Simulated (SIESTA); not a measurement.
# InSe under changes of volume

One of the cells (28.559 Å³/atom); the others are scaled copies at fixed shape and fractional positions:

```xyz
4
Lattice="5.8264 -2.0546 0.0000 5.8264 2.0546 0.0000 -1.7232 0.0000 4.7713" Properties=species:S:1:pos:R:3 pbc="T T T"
In   10.2693    0.0000    0.2235
In   -0.3398    0.0000    4.5479
Se    6.5489    0.0000    3.1918
Se    3.3807    0.0000    1.5795
```

The cell comes from a database or a generator and needn't be the stable form of this composition.

- Program: SIESTA 5.4.2
- Functional: LDA
- Potentials or basis: PseudoDojo 0.4 standard (LDA files)
- Basis: DZP (energy shift 0.003 Ry; two zetas on semicore shells)
- Grid cutoff: 500 Ry
- Energy shift: 0.003 Ry
- k mesh: 7 × 7 × 6
- Occupations: fermi-dirac, width 0.05 eV
- Spin: no spin polarisation

```tsv
volume (Å³/atom)	energy over the lowest point (meV/atom)	pressure (GPa)	gap on the mesh (eV)	largest force (eV/Å)
26.846	2.82	1.5	1.18	0.705
27.417	0.00	0.2	1.15	0.514
27.988	?	?	?	?
28.559	6.87	-2.0	1.07	0.243
29.131	15.61	-2.9	1.03	0.146
29.702	27.36	-3.7	0.97	0.114
30.273	41.72	-4.4	0.91	0.240
```

Q: What does the run at 27.988 Å³/atom give?

A: Energy over the lowest point 1.52 meV/atom; pressure -1.0 GPa; gap on the mesh 1.11 eV; largest force 0.346 eV/Å.

Worked out: A Birch-Murnaghan fit of order 3 (a polynomial in V^(-2/3)) to the other rows has its minimum at 27.49 Å³/atom with B0 = V·E''(V) = 58 GPa and B' = 5.0 at fixed shape and positions, which overstates the stiffness. It gives 1.52 meV/atom at 27.988 Å³/atom, against the run's 1.52, and -dE/dV = -1.0 GPa, against -1.0. A parabola through the other rows of the gap, of slope -1.9 eV per unit of ln V there, gives 1.12 eV, against the run's 1.11.

Energies are extrapolated to zero smearing.

Caveats: spin-orbit coupling is left out, which moves the levels of the heavy elements; an odd mesh through Γ misses points on the zone boundary, where band edges often lie; the basis of atomic orbitals isn't converged, which shifts pressures, moduli and gaps.
